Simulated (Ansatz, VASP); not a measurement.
# Se: VASP beside Ansatz

```
CELL_PARAMETERS angstrom
3.95346 0.00000 0.00000
-1.97673 3.42380 0.00000
0.00000 0.00000 5.12053
ATOMIC_POSITIONS crystal
Se 0.25435 0.00000 0.33333
Se 0.00000 0.25435 0.66667
Se 0.74565 0.74565 0.00000
```

Alike in both runs: task single point; functional LDA; k mesh 9 × 9 × 6; occupations gaussian, width 0.3 eV; no spin polarisation.

|  | VASP | Ansatz |
| --- | --- | --- |
| version | VASP 6.6.1 | Ansatz 0.2.0 |
| potentials or method | VASP PAW LDA potentials, release 64 (Se) | plane waves (420 eV) with PAW, scalar-relativistic |
| plane-wave cutoff (eV) | 520 | 420 |
| valence electrons in the cell | 18 | 48 |

VASP gave:

```
pressure (GPa)                                  : 0.2
largest component of the traceless stress (GPa) : 0.14
```

**Question.** What did Ansatz give for the same quantities?

**Answer.** Pressure (GPa): 0.0; largest component of the traceless stress (GPa): 0.03.

The two sets of potentials don't hold the same shells in valence. Ansatz warned: «pseudo_functional_mismatch».
